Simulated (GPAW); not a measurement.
A run of GPAW 26.7.0 is set up as follows.

Contents of run.py:

```python
from ase import Atoms
from ase.calculators.mixing import SumCalculator
from ase.filters import FrechetCellFilter
from ase.io import write
from ase.optimize import BFGS
from dftd3.ase import DFTD3
from gpaw import GPAW, PW, setup_paths

setup_paths.insert(0, '.')

atoms = Atoms(['Fe'],
              cell=[[0.0, 1.9417396906, 1.9651051623],
                    [1.4984397099, 0.0, 1.9651051623],
                    [1.4984397099, 1.9417396906, 0.0]],
              scaled_positions=[[0.0, 0.0, 0.0]],
              pbc=True)
atoms.set_initial_magnetic_moments([3.0])

calc = GPAW(mode=PW(600),
            xc='PBEsol',
            kpts={'size': (9, 9, 9), 'gamma': True},
            occupations={'name': 'fermi-dirac', 'width': 0.05},
            nbands=12,
            convergence={'density': 1e-05, 'forces': 0.0001},
            maxiter=150,
            txt='gpaw.txt')
atoms.calc = SumCalculator([calc, DFTD3(method='pbesol', damping='d3bj')])
opt = BFGS(FrechetCellFilter(atoms), trajectory='relax.traj', logfile='-')
done = opt.run(fmax=0.02, steps=60)
calc.write('gs.gpw')
write('result.traj', atoms)
print('Converged:', done)
print('Cell:', atoms.cell.cellpar().round(4))
print('Volume:', round(atoms.get_volume(), 4))
print(atoms.get_scaled_positions().round(5))
```

Potentials or basis: PAW data sets generated in the run's folder for this functional, pw.

Command:

```bash
$ gpaw-setup -f PBEsol Fe
$ OMP_NUM_THREADS=1 python run.py
```

Task: Predict the space group after relaxing (to 0.05 Å).

Result: Im-3m (No. 229).

Task: Estimate the dispersion energy per atom.

Result: -0.352 eV.

Task: What does it give for the relaxed volume?

Result: 10.71 Å³/atom.

Step by step:
```tsv
step	energy change (eV)	largest force (eV/Å)	pressure (GPa)	volume (Å³)
1	0.0000	0.0000	-13.06	11.44
2	-0.0311	0.0000	-5.79	10.99
3	-0.0423	0.0000	3.47	10.58
4	-0.0461	0.0000	2.44	10.62
5	-0.0543	0.0000	-0.22	10.72
6	-0.0548	0.0000	-0.05	10.72
7	-0.0548	0.0000	-0.02	10.72
8	-0.0549	0.0000	0.01	10.71
```

Caveat: each step starts from the last one's moments, so a moment once lost doesn't come back; later steps reuse the first step's grids; pairwise dispersion overbinds metals, which lowers pressure and volume.
